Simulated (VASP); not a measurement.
# Na (P6_3/mmc) in VASP: a series of runs, part 3 of 3

VASP 6.6.1. The steps go on from the part before.

### 5 Single point, PBE

Input file INCAR:

```
SYSTEM = Na
PREC     = Accurate       ! precision mode
ENCUT    = 460            ! plane-wave cutoff, eV
EDIFF    = 1E-6           ! SCF threshold, eV
ISMEAR   = 0              ! smearing method
SIGMA    = 0.05           ! smearing width, eV
LREAL    = .FALSE.        ! projectors in reciprocal space
LASPH    = .TRUE.         ! aspherical terms in the spheres
NELM     = 100            ! most SCF steps
ALGO     = Normal         ! electronic algorithm
ISIF     = 2              ! what is computed and relaxed
LWAVE    = .FALSE.        ! write WAVECAR
LCHARG   = .FALSE.        ! write CHGCAR
GGA      = PE             ! functional
NBANDS   = 14             ! bands
ADDGRID  = .FALSE.
```

Input file KPOINTS:

```
regular mesh
0
G
  5 5 3
  0 0 0
```

Input file POSCAR:

```
Na
1.0
    3.7670000000      0.0000000000      0.0000000000
   -1.8835000000      3.2623176961      0.0000000000
    0.0000000000      0.0000000000      6.1540000000
Na
2
Direct
    0.6607270000      0.3253030000      0.7651560000
    0.3322080000      0.6634530000      0.2738460000
```

Potentials or basis: VASP PAW PBE potentials, release 64 (Na_pv).

Launch:

```
$ cat potpaw_PBE.64/Na_pv/POTCAR > POTCAR
$ mpirun -np 1 vasp_std > vasp.out
```

OUTCAR:

```text
SYSTEM = Na
   PREC = Accurate
   ENCUT = 460
   EDIFF = 1E-6
   ISMEAR = 0
   LREAL = .FALSE.
   LASPH = .TRUE.
   NELM = 100
   ISIF = 2
   GGA = PE

 Found     38 irreducible k-points:

 Following reciprocal coordinates:
            Coordinates               Weight
  0.000000  0.000000  0.000000      1.000000
  0.200000 -0.000000  0.000000      2.000000
  0.000000  0.200000  0.000000      2.000000
 -0.200000  0.200000  0.000000      2.000000
  0.400000 -0.000000  0.000000      2.000000
  0.000000  0.400000  0.000000      2.000000
   k-points           NKPTS =     38   k-points in BZ     NKDIM =     38   number of bands    NBANDS=     14
   number of dos      NEDOS =    301   number of ions     NIONS =      2
   total plane-waves  NPLWV =  37632
   dimension x,y,z NGX =    28 NGY =   28 NGZ =   48
   dimension x,y,z NGXF=    56 NGYF=   56 NGZF=   96
   ions per type =               2
   NGX,Y,Z   is equivalent  to a cutoff of  12.36, 12.36, 12.97 a.u.
   NGXF,Y,Z  is equivalent  to a cutoff of  24.71, 24.71, 25.93 a.u.
 SYSTEM =  Na
   PREC   = accura    normal or accurate (medium, high low for compatibility)
   ISTART =      0    job   : 0-new  1-cont  2-samecut
   ICHARG =      2    charge: 1-file 2-atom 10-const
   ISPIN  =      1    spin polarized calculation?
   LNONCOLLINEAR =      F non collinear calculations
   LSORBIT =      F    spin-orbit coupling
   LASPH  =      T    aspherical Exc in radial PAW
   ENCUT  =  460.0 eV  33.81 Ry    5.81 a.u.   6.59  6.59 10.76*2*pi/ulx,y,z
[... 146 lines left out ...]
      2     -24.6627      2.00000
      3     -24.6595      2.00000
      4     -24.6512      2.00000
      5     -24.6461      2.00000
      6     -24.6441      2.00000
      7      -0.6775      2.00000
      8       2.0067      0.00000
      9       2.9154      0.00000
     10       3.5914      0.00000
     11       5.5558      0.00000
     12       5.9780      0.00000
     13       7.4372      0.00000
     14       8.4593      0.00000

 [... further k-points ...]

------------------------ aborting loop because EDIFF is reached ----------------------------------------

  FORCE on cell =-STRESS in cart. coord.  units (eV):
  Direction    XX          YY          ZZ          XY          YZ          ZX
  --------------------------------------------------------------------------------------
  -------------------------------------------------------------------------------------
  Total       -0.1491209     -0.1384973     -0.0957375     -0.0033976      0.0003537      0.0003836
  in kB       -3.1591460     -2.9340832     -2.0282112     -0.0719777      0.0074924      0.0081271
  external PRESSURE =      -2.7071468 kB  Pullay stress =       0.0000000 kB

 VOLUME and BASIS-vectors are now :
 -----------------------------------------------------------------------------
  energy-cutoff  :      460.00
  volume of cell :       75.63
      direct lattice vectors                 reciprocal lattice vectors
     3.767000000  0.000000000  0.000000000     0.265463233  0.153265269  0.000000000
    -1.883500000  3.262317696  0.000000000     0.000000000  0.306530538  0.000000000
     0.000000000  0.000000000  6.154000000     0.000000000  0.000000000  0.162495938

 POSITION                                       TOTAL-FORCE (eV/Angst)
 -----------------------------------------------------------------------------------
      1.87625      1.06124      4.70877         0.000929      0.002280      0.034484
      0.00181      2.16439      1.68525        -0.000929     -0.002280     -0.034484
 -----------------------------------------------------------------------------------
    total drift:                               -0.000048      0.000082     -0.000053

  FREE ENERGIE OF THE ION-ELECTRON SYSTEM (eV)
  ---------------------------------------------------
  free  energy   TOTEN  =        -2.6814921725 eV

  energy  without entropy=       -2.6773785183  energy(sigma->0) =       -2.67943535
```

OSZICAR:

```text
N       E                     dE             d eps       ncg     rms          rms(c)
DAV:   1     0.968296181049E+02    0.96830E+02   -0.72977E+03  1064   0.871E+02
DAV:   2     0.112088300106E+01   -0.95709E+02   -0.94733E+02  1088   0.265E+02
DAV:   3    -0.263045466838E+01   -0.37513E+01   -0.37476E+01  1376   0.606E+01
DAV:   4    -0.268180390763E+01   -0.51349E-01   -0.51348E-01  1160   0.764E+00
DAV:   5    -0.268295849068E+01   -0.11546E-02   -0.11546E-02  1346   0.118E+00    0.285E-01
DAV:   6    -0.268207032049E+01    0.88817E-03   -0.12546E-03  1292   0.395E-01    0.191E-01
DAV:   7    -0.268151354495E+01    0.55678E-03   -0.22029E-03  1428   0.449E-01    0.262E-02
DAV:   8    -0.268149258486E+01    0.20960E-04   -0.20430E-04  1262   0.202E-01    0.538E-03
DAV:   9    -0.268149217253E+01    0.41233E-06   -0.64956E-06  1262   0.402E-02
   1 F= -.26814922E+01 E0= -.26794353E+01  d E =-.411365E-02
```

Run time: 17 s. Hardware: 1 thread of Intel Xeon Platinum 8488C (Sapphire Rapids), shared host; peak memory 0.18 GiB.

These settings aren't checked as converged: the numbers below hold their error.

Results:

```
Free energy            : -2.6815 eV
Pressure               : -0.3 GPa
Largest force          : 0.035 eV/Å
Band gap on the k mesh : none (metal or under the smearing width)
```

Caveat: the k mesh is coarse (spacing up to 0.39 Å⁻¹), so the values aren't converged.

### 6 The reference run

An earlier run on the cell as given: functional PBE; potentials or basis VASP PAW PBE potentials, release 64 (Na_pv); cutoff 520 eV; k mesh 8 × 8 × 5; occupations fermi-dirac, width 0.05 eV; no spin polarisation.

* Pressure: -0.2 GPa
* Band gap on the k mesh: none (metal or under the smearing width)
